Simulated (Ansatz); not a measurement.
**Nb: properties at the relaxed cell**

An exercise on one series of results from a longer session: the logs are not shown, and one member is left open.

This is Nb in the fcc structure; at room conditions it is bcc.

Program: Ansatz 0.2.0. Level of theory: DFT PBEsol, scalar-relativistic, plane waves, PAW. These are calculated values, not measurements.

1 further run of the same task is left out (set aside as unsound or not needed).

**Starting point**

Symmetry: Fm-3m, No. 225, cubic system. The conventional cell has a = 4.170 Å, b = 4.170 Å, c = 4.170 Å, α = 90.00°, β = 90.00°, γ = 90.00°. Around Nb (site symmetry m-3m) lie 12 Nb at 2.95 Å.

As a file:

```cif
data_structure
_symmetry_space_group_name_H-M 'Fm-3m'
_symmetry_Int_Tables_number 225
_cell_length_a 4.1704
_cell_length_b 4.1704
_cell_length_c 4.1704
_cell_angle_alpha 90.000
_cell_angle_beta 90.000
_cell_angle_gamma 90.000
_cell_volume 72.53
loop_
_atom_site_label
_atom_site_type_symbol
_atom_site_symmetry_multiplicity
_atom_site_Wyckoff_symbol
_atom_site_fract_x
_atom_site_fract_y
_atom_site_fract_z
_atom_site_occupancy
Nb1 Nb 4 a 0.00000 0.00000 0.00000 1
```

This cell was relaxed beforehand with the same method: volume 18.13 Å³/atom, gap on the mesh none (metal).

The first run:

Contents of input.yaml:

```yaml
crystal:
  lattice:
    - [0.0, 2.0852054918, 2.0852054918]
    - [2.0852054918, 0.0, 2.0852054918]
    - [2.0852054918, 2.0852054918, 0.0]
  atoms:
    - { symbol: Nb, position: [0.0, 0.0, 0.0] }
basis:
  ecutwfc: 420
kpoints:
  mp_grid: { grid: [18, 18, 18] }
  band_path:
    path:
      - [[0.0, 0.0, 0.0], [0.5, 0.0, 0.5], [0.625, 0.25, 0.625]]
      - [[0.375, 0.375, 0.75], [0.0, 0.0, 0.0], [0.5, 0.5, 0.5], [0.5, 0.25, 0.75], [0.5, 0.0, 0.5]]
    npoints: 14
hamiltonian:
  xc: pbesol
scf:
  occupations: { method: gaussian, width: 0.1 }
  n_extra_bands: 6
output:
  forces: true
  stress: true
  eigenvalues: true
  populations: true
  dos: { projected: true, de: 0.02, nscf_kmesh: { grid: [27, 27, 27] } }
  bader: true
  write_density: true
  write_potential: true
  elf: true
  volumetric_format: npy
```

The run is started by

```bash
> ansatz run input.yaml --threads 1 --pin off --max-ram 2560MiB --backend cpu --events-out ev --progress --plain --runs-dir out
```

Steps of the session up to this table: Bands, states and charges; The cell as listed, for comparison; Volume × 0.97; The cell scaled to 1.03 of its volume; Volume × 0.94; The cell scaled to 1.06 of its volume; Point at V/V0 = 0.91; Point at V/V0 = 1.10; The cell scaled to 0.88 of its volume.

One of the session's tables, all rows but one given; the rest of the session is left out.

It belongs to the step «Energy against volume». 

| volume (Å³/atom) | energy above the lowest point (meV/atom) | pressure (GPa) |
| --- | --- | --- |
| 15.957 | 172.7 | 27.97 |
| 16.501 | 92.4 | 19.45 |
| 17.045 | 39.1 | 12.06 |
| 17.589 | ? | ? |
| 18.133 | 0.0 | 0.00 |
| 18.677 | 8.6 | -4.91 |
| 19.221 | 32.8 | -9.18 |
| 19.947 | 85.7 | -14.01 |

Estimate the missing values for volume (Å³/atom) = 17.589.

Worked estimate for «energy above the lowest point (meV/atom)». A straight line through the neighbours (17.045, 39.1) and (18.133, 0.0) gives 39.1 + (0.0 − 39.1) × (17.589 − 17.045) / (18.133 − 17.045) = 19.6; a parabola fitted to 4 rows on both sides gives 9.2.

The run gave: energy above the lowest point (meV/atom): 9.3; pressure (GPa): 5.62. In «energy above the lowest point (meV/atom)» the line misses by +10.3 and the parabola by -0.1.
